Each row of the table is solid iridium in a different arrangement, with cell and atoms relaxed at the PBE level. Most of these arrangements are not known for iridium in nature, though several occur in other elements. Because several share a space group number, the rows are named here by their energy over the lowest form.

Iridium crystals computed with Ansatz 0.2.0: scalar-relativistic PBE, no spin polarisation or dispersion correction, PAW, 420 eV plane-wave cutoff, 0.1 eV Gaussian smearing. Cell and atoms are relaxed within the starting symmetry, and energies are extrapolated to zero smearing. "Swapped species" is used broadly here: in most of these rows iridium was put into another substance's structure, but the rows at 637 and 774 meV started from randomly generated cells.

```
space group number       found from  atoms in cell  volume per atom (Å³)  closest atoms (Å)  energy over the lowest form listed (meV/atom)
               225    database cell              1                 14.50              2.740                                              0
               194  swapped species              4                 14.52              2.740                                             36
               166  swapped species              3                 14.54              2.730                                             50
               166  swapped species              4                 14.87              2.530                                            152
               194  swapped species              4                 15.11              2.520                                            162
               166  swapped species              2                 15.12              2.540                                            180
               139  swapped species              1                 14.97              2.670                                            325
               191  swapped species              3                 14.95              2.530                                            336
                69  swapped species              2                 15.34              2.510                                            350
               139  swapped species              2                 16.04              2.470                                            384
               223  swapped species              8                 15.11              2.470                                            524
               171  swapped species              6                 16.41              2.520                                            637
               229  swapped species              1                 15.04              2.690                                            650
               141  swapped species              2                 16.21              2.520                                            677
               221  swapped species              3                 17.33              2.640                                            774
               206  swapped species              8                 18.54              2.360                                            791
               166  swapped species             12                 20.15              2.370                                            833
               227  swapped species              2                 21.57              2.410                                           1013
               194  swapped species              4                 21.69              2.410                                           1065
               191    decorated net              2                 20.28              2.480                                           1091
               194  swapped species              4                 19.32              2.450                                           1482
```

1. What do the three lowest forms have in common?

The lowest is face-centred cubic (fcc), the structure that iridium really has. The next two, at 36 and 50 meV per atom, are known from other metals as dhcp and 9R. All three are built from the same flat triangular layers, each resting in the hollows of the one below. Every atom has twelve neighbours at nearly the same distance, and the volumes agree to 0.3 percent, so a density measurement would hardly tell these forms apart.

2. If neighbours and density are the same, what costs energy?

The order of the layers does. A layer is called hexagonal if the layers above and below it sit over the same sites, and cubic if they do not. Fcc has only cubic layers, while half the layers are hexagonal in dhcp and two thirds in 9R. Suppose that each hexagonal layer costs the same. The dhcp row then sets the price, and 9R follows as a prediction:

36 meV × (2/3) / (1/2) = 48 meV

The calculation gives 50 meV. In the data makers' tests on other systems, metal energies were good to about 4 meV per atom. If the same holds here, the agreement is closer than the accuracy warrants, but a cost that grows with the hexagonal share is clear.

The cause is argued from theory. Iridium is bound mainly by its d electrons, which hop from atom to atom. Single hops are equally many and nearly equally long in all three forms, but closed paths of several hops notice where the next layer but one sits. These paths shape the d band, and at iridium's number of electrons the shape produced by cubic stacking has the lower energy.

3. Why do the next three forms lie higher although their closest atoms are nearer?

Take the form at 162 meV. Its closest contact is 8 percent shorter than in fcc, and a shorter bond might suggest stronger binding. The cell height shows what has happened: at two of every four contacts between layers, the atoms sit directly on top of each other instead of in hollows. An atom at such a contact touches one atom across the gap where it would otherwise touch three. It is left with ten neighbours, and the single bond contracts because it has to do the work of three.

So the short distance is a sign of lost neighbours, and the contraction makes up only part of the loss. The form at 180 meV has the same share of on-top contacts. The form at 152 meV has only half that share and yet is hardly cheaper. Part of its cost comes from the stacking, since its symmetry makes two of every four layers hexagonal, as in dhcp. Taking off the 36 meV of dhcp still leaves 116 meV, well over half of 162, so there seems to be no fixed price for each on-top contact.

4. Does a more open structure always cost more?

Broadly yes, but not always. Ranking the rows by volume gives nearly the same order as ranking them by energy, with a rank correlation of 0.93. The last row breaks the rule, since it is the highest but not the most open. The more instructive exception is the body-centred cubic (bcc) form at 650 meV. It is slightly denser than the form at 162 meV and yet lies 488 meV above it. The rows at 325, 336 and 524 meV fit the rule badly too, since they are no more open than the 162 meV form.

Nor is bcc short of neighbours, with eight close ones and six only a little farther away. Its handicap, by the standard theory of transition metals, is again the shape of the d band. In bcc the band splits into a lower and an upper group of states with few in between. A metal with a half-filled d band fills the lower group and gains from the split, which is why tungsten is bcc. Iridium has three more electrons per atom and must put them into the upper group, so there the same split is a burden. Changing the element can therefore reorder such a list even if every structure keeps its shape.

5. Would bcc iridium stay bcc if the cell were free to change shape?

Theory says that it would not, given the slightest nudge. The relaxation keeps the symmetry it starts with, and in a cubic crystal the stress is equal along all three axes. Nothing then pushes the cell to become longer or shorter along one of them, even if that would lower the energy. The bcc row is therefore expected to be a balance point held by symmetry, not a stable phase, though no path leading away from it was computed here. Other rows above fcc may be such points too, since none of them was tested for stability.

The row at 325 meV is an example of what a change of shape can gain. It too is body-centred, but one axis may differ in length from the other two, and it lies only half as far above fcc as bcc does. Its volume and closest contact fit a cell whose odd axis is about 0.8 times the others, which gives each atom ten near neighbours instead of eight. A ratio near 1.6 would fit as well. But fcc is this same cell with a ratio of 1.41, so a cell stretched that far should have slid down into fcc.

6. What should it cost to leave an atom only four neighbours?

The row at 1013 meV answers this. Its symmetry, volume and closest contact are those of the diamond structure, in which each atom has four neighbours instead of twelve. The simplest estimate gives every bond the same strength. With a binding energy of roughly 7 eV per atom for fcc iridium, a recalled value, losing two thirds of the bonds would cost

7 eV × (1 − 4/12) ≈ 4.7 eV

The calculation gives about 1 eV. Counting equal bonds thus overstates the cost more than fourfold.

The mistake lies in the word "equal". With fewer neighbours to share its electrons, an atom draws the remaining ones closer, here from 2.74 to 2.41 Å. Hopping between d orbitals rises steeply as atoms approach, roughly as the inverse fifth power of the distance d. The width W of the d band, which measures how strongly these electrons can bind, grows with the hopping but only with the square root of the number of neighbours Z:

W ∝ √Z / d⁵

W(diamond) / W(fcc) ≈ √(4/12) × (2.74/2.41)⁵ ≈ 0.58 × 1.9 ≈ 1.1

By this estimate, four short bonds make a d band about as wide as twelve long ones. That can explain why the cost is far below the bond count, but it does not yield the 1 eV itself. The full cost also depends on the repulsion between atoms, the shape of the d band and the outer s electrons, none of which is estimated here. The single on-top bond of question 3 is a milder case of the same exchange of number for strength.

The contraction is not the whole story. Even at an unchanged distance, the square root would leave 0.58 of the band width, where the bond count leaves only a third. Each remaining bond is thus stronger simply because there are fewer of them, and the shorter distance adds to this.

7. Which digits can be trusted?

Neighbouring rows differ by at least 10 meV. The only error estimate at hand, about 4 meV per atom for metals, comes from the data makers' tests on other systems, not from these runs. If it holds here, the order should stand at this level of theory, but the last digit of any single value does not. The 36 meV of dhcp is best read as "between 30 and 40". The smearing used to fill the electron levels matters unevenly. Keeping its energy term shifts the rows at 36 and 152 meV by less than 1 meV, but it lowers bcc from 650 to 644 meV, a shift larger than those 4 meV. The table removes this term by extrapolation, so the 6 meV is the size of a correction and not an error in itself. Still, it makes a narrow gap such as that between the rows at 637 and 650 meV less certain.

Two simplifications could matter more. Spin-orbit coupling, which is strong in so heavy an element, is left out of every row, and it need not shift all structures equally. The electrons were also kept unpolarised. That is right for fcc iridium, but in the open forms it is untested, and if magnetic moments appeared there they would lower the energy. The diamond form is therefore better quoted as "about 1 eV" than as 1013 meV.

The output printed below holds the stacking prediction, the layer heights behind question 3, the two cell shapes of question 5 and the bond estimates.

The analysis program printed:

```
dhcp cost per unit fraction of hexagonal layers (meV/atom): 72
9R cost per unit fraction of hexagonal layers (meV/atom): 75
9R energy predicted from dhcp alone (meV/atom): 48
volume of 9R above fcc (percent): 0.2759
control dhcp height beyond ideal close packing of 4 layers (angstrom): -0.0118
atop contacts per 4 layers in the 152 meV form: 1.133
atop contacts per 4 layers in the 162 meV form: 1.963
atop contacts per 2 layers in the 180 meV form: 1.086
closest contact of the 162 meV form against fcc (percent): -8.029
rank correlation of energy with volume: 0.926
bcc energy above the 162 meV form (meV/atom): 488
ideal bcc contact from its volume (angstrom): 2.693
ideal A15 contact from its volume (angstrom): 2.472
ideal diamond contact from its volume (angstrom): 2.411
contact of fcc with one site in four empty from volume of row 221 (angstrom): 2.639
diamond cost if all bonds were equal (eV/atom): 4.667
diamond cost computed (eV/atom): 1.013
diamond contact against fcc (percent): -12.04
rough d band width of diamond form over fcc: 1.097
one-atom tetragonal cell below bcc (meV/atom): 325
tetragonal c/a if the closest contact runs along c: 0.7973
its eight next contacts (angstrom): 2.718
tetragonal c/a if the closest contact runs along a: 1.573
smallest gap between neighbouring rows (meV/atom): 10
dhcp over fcc with the smearing term kept (meV/atom): 35.97
152 meV form over fcc with the smearing term kept (meV/atom): 151.4
```
